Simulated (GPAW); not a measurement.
# free-standing triangular Cr monolayer, spacing 2.56 A: which magnetic order is lowest

Does free-standing triangular Cr monolayer, spacing 2.56 A prefer parallel or opposed moments, or none?

Main program and level: GPAW 26.7.0; LDA; plane waves with GPAW's PAW setups, scalar-relativistic.

This is a report of a sequence of runs, with most program output left out.

**1. The structure**

The cell holds 1 atom: 1 Cr. Cell: a = 2.560 Å, b = 2.560 Å, c = 14.000 Å, α = 90.0°, β = 90.0°, γ = 120.0°. model lattice. Vacuum lies along c.

**2. Start 1: ferro +**

The parallel start comes first: it fits the smallest cell, keeps the most symmetry and shows whether parallel moments form.

order1.py reads:

```python
import json
import numpy as np
from ase import Atoms
from ase.parallel import paropen, parprint
from gpaw import GPAW

atoms = Atoms(['Cr'],
    cell=[[2.56, 0.0, 0.0],
         [-1.28, 2.217025, 0.0],
         [0.0, 0.0, 14.0]],
    scaled_positions=[[0.0, 0.0, 0.5]],
    pbc=True,
    magmoms=[2.5])
atoms.calc = GPAW(mode={'name': 'pw', 'ecut': 550},
    xc='LDA',
    kpts={'size': (12, 12, 1), 'gamma': True},
    occupations={'name': 'fermi-dirac', 'width': 0.05},
    convergence={'density': 1e-05, 'energy': 1e-05},
    maxiter=200,
    symmetry={'tolerance': 1e-4},
    txt='order1.txt')
e = atoms.get_potential_energy(force_consistent=True)
res = {'free_energy': e, 'energy_sigma0': atoms.get_potential_energy(), 'fermi_energy': atoms.calc.get_fermi_level()}
res['moments'] = atoms.get_magnetic_moments().tolist()
res['total'] = atoms.get_magnetic_moment()
parprint('site moments (muB):', np.round(res['moments'], 3))
parprint(f"total moment: {res['total']:.3f} muB")
parprint(f'free energy: {e:.6f} eV')
atoms.calc.write('order1.gpw')
with paropen('results.json', 'w') as f:
    json.dump(res, f)
```

Run with:

```
$ OMP_NUM_THREADS=1 python3 order1.py > order1.log
```

Run time: 20 s. Hardware: 1 MPI rank of Intel Xeon Platinum 8488C (Sapphire Rapids), shared host; peak memory 0.17 GiB.

Read from the output:

```yaml
final_state: non-magnetic
```

After 31 cycles the seed has died away: no moment is left.

**3. Order 2, typed as antiferro q=(0,1/2,0) +-**

Another pattern of signs weighs the neighbour shells otherwise.

This order needs a doubled cell of 2 atoms. Its mesh is chosen so that both cells sample the same points.

order2.py is the script of step 2 with these lines changed:

```diff
@@ -6,12 +6,13 @@
 
-atoms = Atoms(['Cr'],
+atoms = Atoms(['Cr', 'Cr'],
     cell=[[2.56, 0.0, 0.0],
-         [-1.28, 2.217025, 0.0],
+         [-2.56, 4.43405, 0.0],
          [0.0, 0.0, 14.0]],
-    scaled_positions=[[0.0, 0.0, 0.5]],
+    scaled_positions=[[0.0, 0.0, 0.5],
+         [0.0, 0.5, 0.5]],
     pbc=True,
-    magmoms=[2.5])
+    magmoms=[2.5, -2.5])
 atoms.calc = GPAW(mode={'name': 'pw', 'ecut': 550},
     xc='LDA',
-    kpts={'size': (12, 12, 1), 'gamma': True},
+    kpts={'size': (12, 6, 1), 'gamma': True},
     occupations={'name': 'fermi-dirac', 'width': 0.05},
@@ -20,3 +21,3 @@
     symmetry={'tolerance': 1e-4},
-    txt='order1.txt')
+    txt='order2.txt')
 e = atoms.get_potential_energy(force_consistent=True)
@@ -28,3 +29,3 @@
 parprint(f'free energy: {e:.6f} eV')
-atoms.calc.write('order1.gpw')
+atoms.calc.write('order2.gpw')
 with paropen('results.json', 'w') as f:
```

Run with:

```
$ OMP_NUM_THREADS=1 python3 order2.py > order2.log
```

Wall time 2.3 min (1 MPI rank); peak memory 0.3 GiB.

This step gave:

```yaml
magnetization: 0 μB
final_state: antiferromagnetic
largest_moment: 2.882 μB
```

It lies 350 meV a seeded atom under the first start, and its largest moment is 2.88 μB against 4.9e-5 μB.

**4. Run 3 (no spin polarisation)**

A run without seeds gives the energy of the state without moments.

nospin.py reads:

```python
import json
import numpy as np
from ase import Atoms
from ase.parallel import paropen, parprint
from gpaw import GPAW

atoms = Atoms(['Cr'],
    cell=[[2.56, 0.0, 0.0],
         [-1.28, 2.217025, 0.0],
         [0.0, 0.0, 14.0]],
    scaled_positions=[[0.0, 0.0, 0.5]],
    pbc=True)
atoms.calc = GPAW(mode={'name': 'pw', 'ecut': 550},
    xc='LDA',
    kpts={'size': (12, 12, 1), 'gamma': True},
    occupations={'name': 'fermi-dirac', 'width': 0.05},
    convergence={'density': 1e-05, 'energy': 1e-05},
    maxiter=200,
    symmetry={'tolerance': 1e-4},
    txt='nospin.txt')
e = atoms.get_potential_energy(force_consistent=True)
res = {'free_energy': e, 'energy_sigma0': atoms.get_potential_energy(), 'fermi_energy': atoms.calc.get_fermi_level()}
parprint(f'free energy: {e:.6f} eV')
atoms.calc.write('nospin.gpw')
with paropen('results.json', 'w') as f:
    json.dump(res, f)
```

Run with:

```
$ OMP_NUM_THREADS=1 python3 nospin.py > nospin.log
```

Wall time 11 s (1 MPI rank); peak memory 0.15 GiB.

Numbers from this step:

* final state: non-magnetic (no spin polarisation)

It ends in the same state without moments as the first start; the 8.5e-6 meV between them is numerical noise.

**5. Ranking**

These are free energies at a smearing of 0.05 eV, so its entropy term is in the differences. They are divided by the number of seeded atoms, so that cells of unlike size compare. Wavevectors q in the names are fractions of the reciprocal vectors of the first run's cell.

Orders:

| start | final state | typed order kept | energy over the lowest (meV a seeded atom) | largest site moment (μB) | net moment (μB a primitive cell) | mesh matched | CPU time (s) |
| --- | --- | --- | --- | --- | --- | --- | --- |
| ferro + | non-magnetic | no | 349.7 | 0 | 5.90e-5 | yes | 20.29 |
| antiferro q=(0,1/2,0) +- | antiferromagnetic | yes | 0 | 2.882 | 0 | yes | 135.5 |
| no spin polarisation | non-magnetic | - | 349.7 | 0 | 0 | yes | 10.67 |

**6. Summary of results**

| Property | Result |
| --- | --- |
| lowest state found | antiferromagnetic (typed antiferro q=(0,1/2,0) +-) |
| largest site moment | 2.88 μB |
| next state | non-magnetic, 350 meV a seeded atom higher |
| energy gained by spin polarisation | 350 meV a seeded atom |

The lowest state found is antiferromagnetic, reached from the start antiferro q=(0,1/2,0) +-, with moments up to 2.88 μB. 1 start left the typed pattern (a sign turned or a seeded moment died), so such an energy belongs to the state reached, not the one typed. This is the lowest of 3 finished starts, no proof of the ground state.

[Logs and program files are shortened in this print: banners, set-up blocks, solver, clock and traceback lines can be left out without a mark of their own.]

[Logs are printed without paths, hosts, clocks, repeated set-up lines and the standing remarks that a program may print on its own settings, such as how far it seeks lower states.]

[Hosts, paths, dates, database ids (printed as entryN), source tags and the programs' standing remarks are cut or masked in the printed files.]

[Where a cell is said to come from a database of computed structures, the database is the Materials Project.]
